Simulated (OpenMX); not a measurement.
**Ge in OpenMX: the effect of volume scale**

Ge:

```
Ge
1.0
     3.91977    0.00000    0.00000
    -1.95988    3.39463    0.00000
     0.00000    0.00000    3.18781
Ge
2
Direct
  0.66667 0.33333 0.14086
  0.33333 0.66667 0.85914
```

The cell was built by a generator and needn't be a form met in nature.

Alike in all runs:

* Program: OpenMX 3.8.5
* Task: single point
* Functional: PBE
* Potentials or basis: OpenMX 2013 PBE set, Ge7.0-s3p2d2, grid cutoff 300 Ry
* k mesh: 7 × 7 × 7
* Occupations: fermi-dirac, width 0.05 eV
* Spin: no spin polarisation

```csv
volume scale,pressure (GPa),largest force (eV/Å)
0.88,7.6,0.71
0.92,?,?
0.96,1.4,0.32
1,-0.7,0.16
1.04,-2.4,0.03
1.08,-3.7,0.09
```

**Question.** What does the run with volume scale 0.92 give?

**Answer.** Pressure 4.0 GPa; largest force 0.50 eV/Å.

Worked out: A parabola through the other rows of the pressure, of slope -76 GPa per unit of volume scale there, gives 4.3 GPa, against the run's 4.0. A parabola through the other rows of the largest force, of slope -5.39 eV/Å per unit of volume scale there, gives 0.48 eV/Å, against the run's 0.50.

Caveats: the basis of atomic orbitals isn't converged, which shifts pressures, moduli and gaps.
